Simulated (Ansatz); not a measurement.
C: clamped-ion strain scan

Method: DFT PBE+D3(BJ), scalar-relativistic, plane waves, PAW (Ansatz). The runs took a 420 eV cutoff, a Γ-centred 24×24×2 mesh and Gaussian smearing (0.15 eV). No spin polarisation. Energies are free energies at this smearing, counted from the undisturbed cell; pressure is positive in compression.

Reference structure (relaxed at this level; this form isn't the usual structure):

```yaml
crystal:
  lattice:
    - [2.46527, 0.00000, 0.00000]
    - [-1.23263, 2.13498, 0.00000]
    - [0.00000, 0.00000, 23.92229]
  atoms:
    - { symbol: C, position: [0.00000, 0.00000, 0.57116] }
    - { symbol: C, position: [0.00000, 0.00000, 0.42884] }
    - { symbol: C, position: [0.33333, 0.66667, 0.42882] }
    - { symbol: C, position: [0.66667, 0.33333, 0.57118] }
```

The cell is strained by ε times the Voigt pattern (1, 1, 0, 0, 0, 0) (xx, yy, zz, yz, xz, xy; engineering shear) with fractional coordinates fixed. The cell is metallic on the mesh throughout.

```csv
ε,ΔE (meV/atom),"stress summed along the pattern (GPa, tension positive)",pressure (GPa)
-0.1000,904.0,-113.64,37.8
-0.0750,483.4,-75.87,25.3
-0.0500,204.7,-46.25,15.4
-0.0250,48.1,-20.77,6.9
0.0000,0.0,-0.01,0.0
0.0250,41.4,15.89,-5.3
0.0500,154.8,27.98,-9.3
0.0750,325.8,37.08,-12.3
0.0875,429.2,40.70,-13.5
0.1000,542.8,43.78,-14.6
```

Cost: 10 runs of about 0.97 core-minutes in all, on Intel Xeon 6975P-C (Granite Rapids) (shared hosts).